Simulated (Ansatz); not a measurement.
**Relaxing Os**

Theory: Ansatz, DFT PBE, scalar-relativistic, plane waves, PAW. Cutoff 420 eV, Γ-centred k mesh, Gaussian smearing, no spin polarisation in the final step.

The start puts Os on the simple hexagonal structure type (P6/mmm, No. 191), at a guessed volume.

```xyz
1
Lattice="2.6083 0.0000 0.0000 -1.3041 2.2588 0.0000 0.0000 0.0000 2.4371" Properties=species:S:1:pos:R:3 pbc="T T T"
Os    0.0000    0.0000    0.0000
```

Cell and atoms relax at zero pressure; the relaxation can't lower the symmetry of the start. After a coarse first stage the cell is made exact in the group found at 0.06 Å.

Energies count from the standard state of Os at the same level.

(1) Describe the relaxed structure.

(2) What are its volume, energy, density and gap?

## Answers

(1) It keeps P6/mmm (No. 191). The result has the simple hexagonal structure. Conventional cell: a = 2.664 Å, c = 2.569 Å. Os has 8 Os at 2.57–2.66 Å.

```
Os
1.0
     2.66393    0.00000    0.00000
    -1.33197    2.30703    0.00000
     0.00000    0.00000    2.56904
Os
1
Direct
  0.00000 0.00000 0.00000
```

(2) The volume per atom is 15.79 Å³, the density is 20.01 g/cm³ and the energy over the standard structure is 1.16 eV/atom. The gap on the 18×18×16 mesh is 0 eV (a metal).

The final run used a 18×18×16 mesh on its 1-atom cell and 0.10 eV smearing. The k mesh leaves about 4 meV/atom of noise in metals. Spin–orbit coupling is left out. A structure relaxed within its symmetry needn't be a true minimum.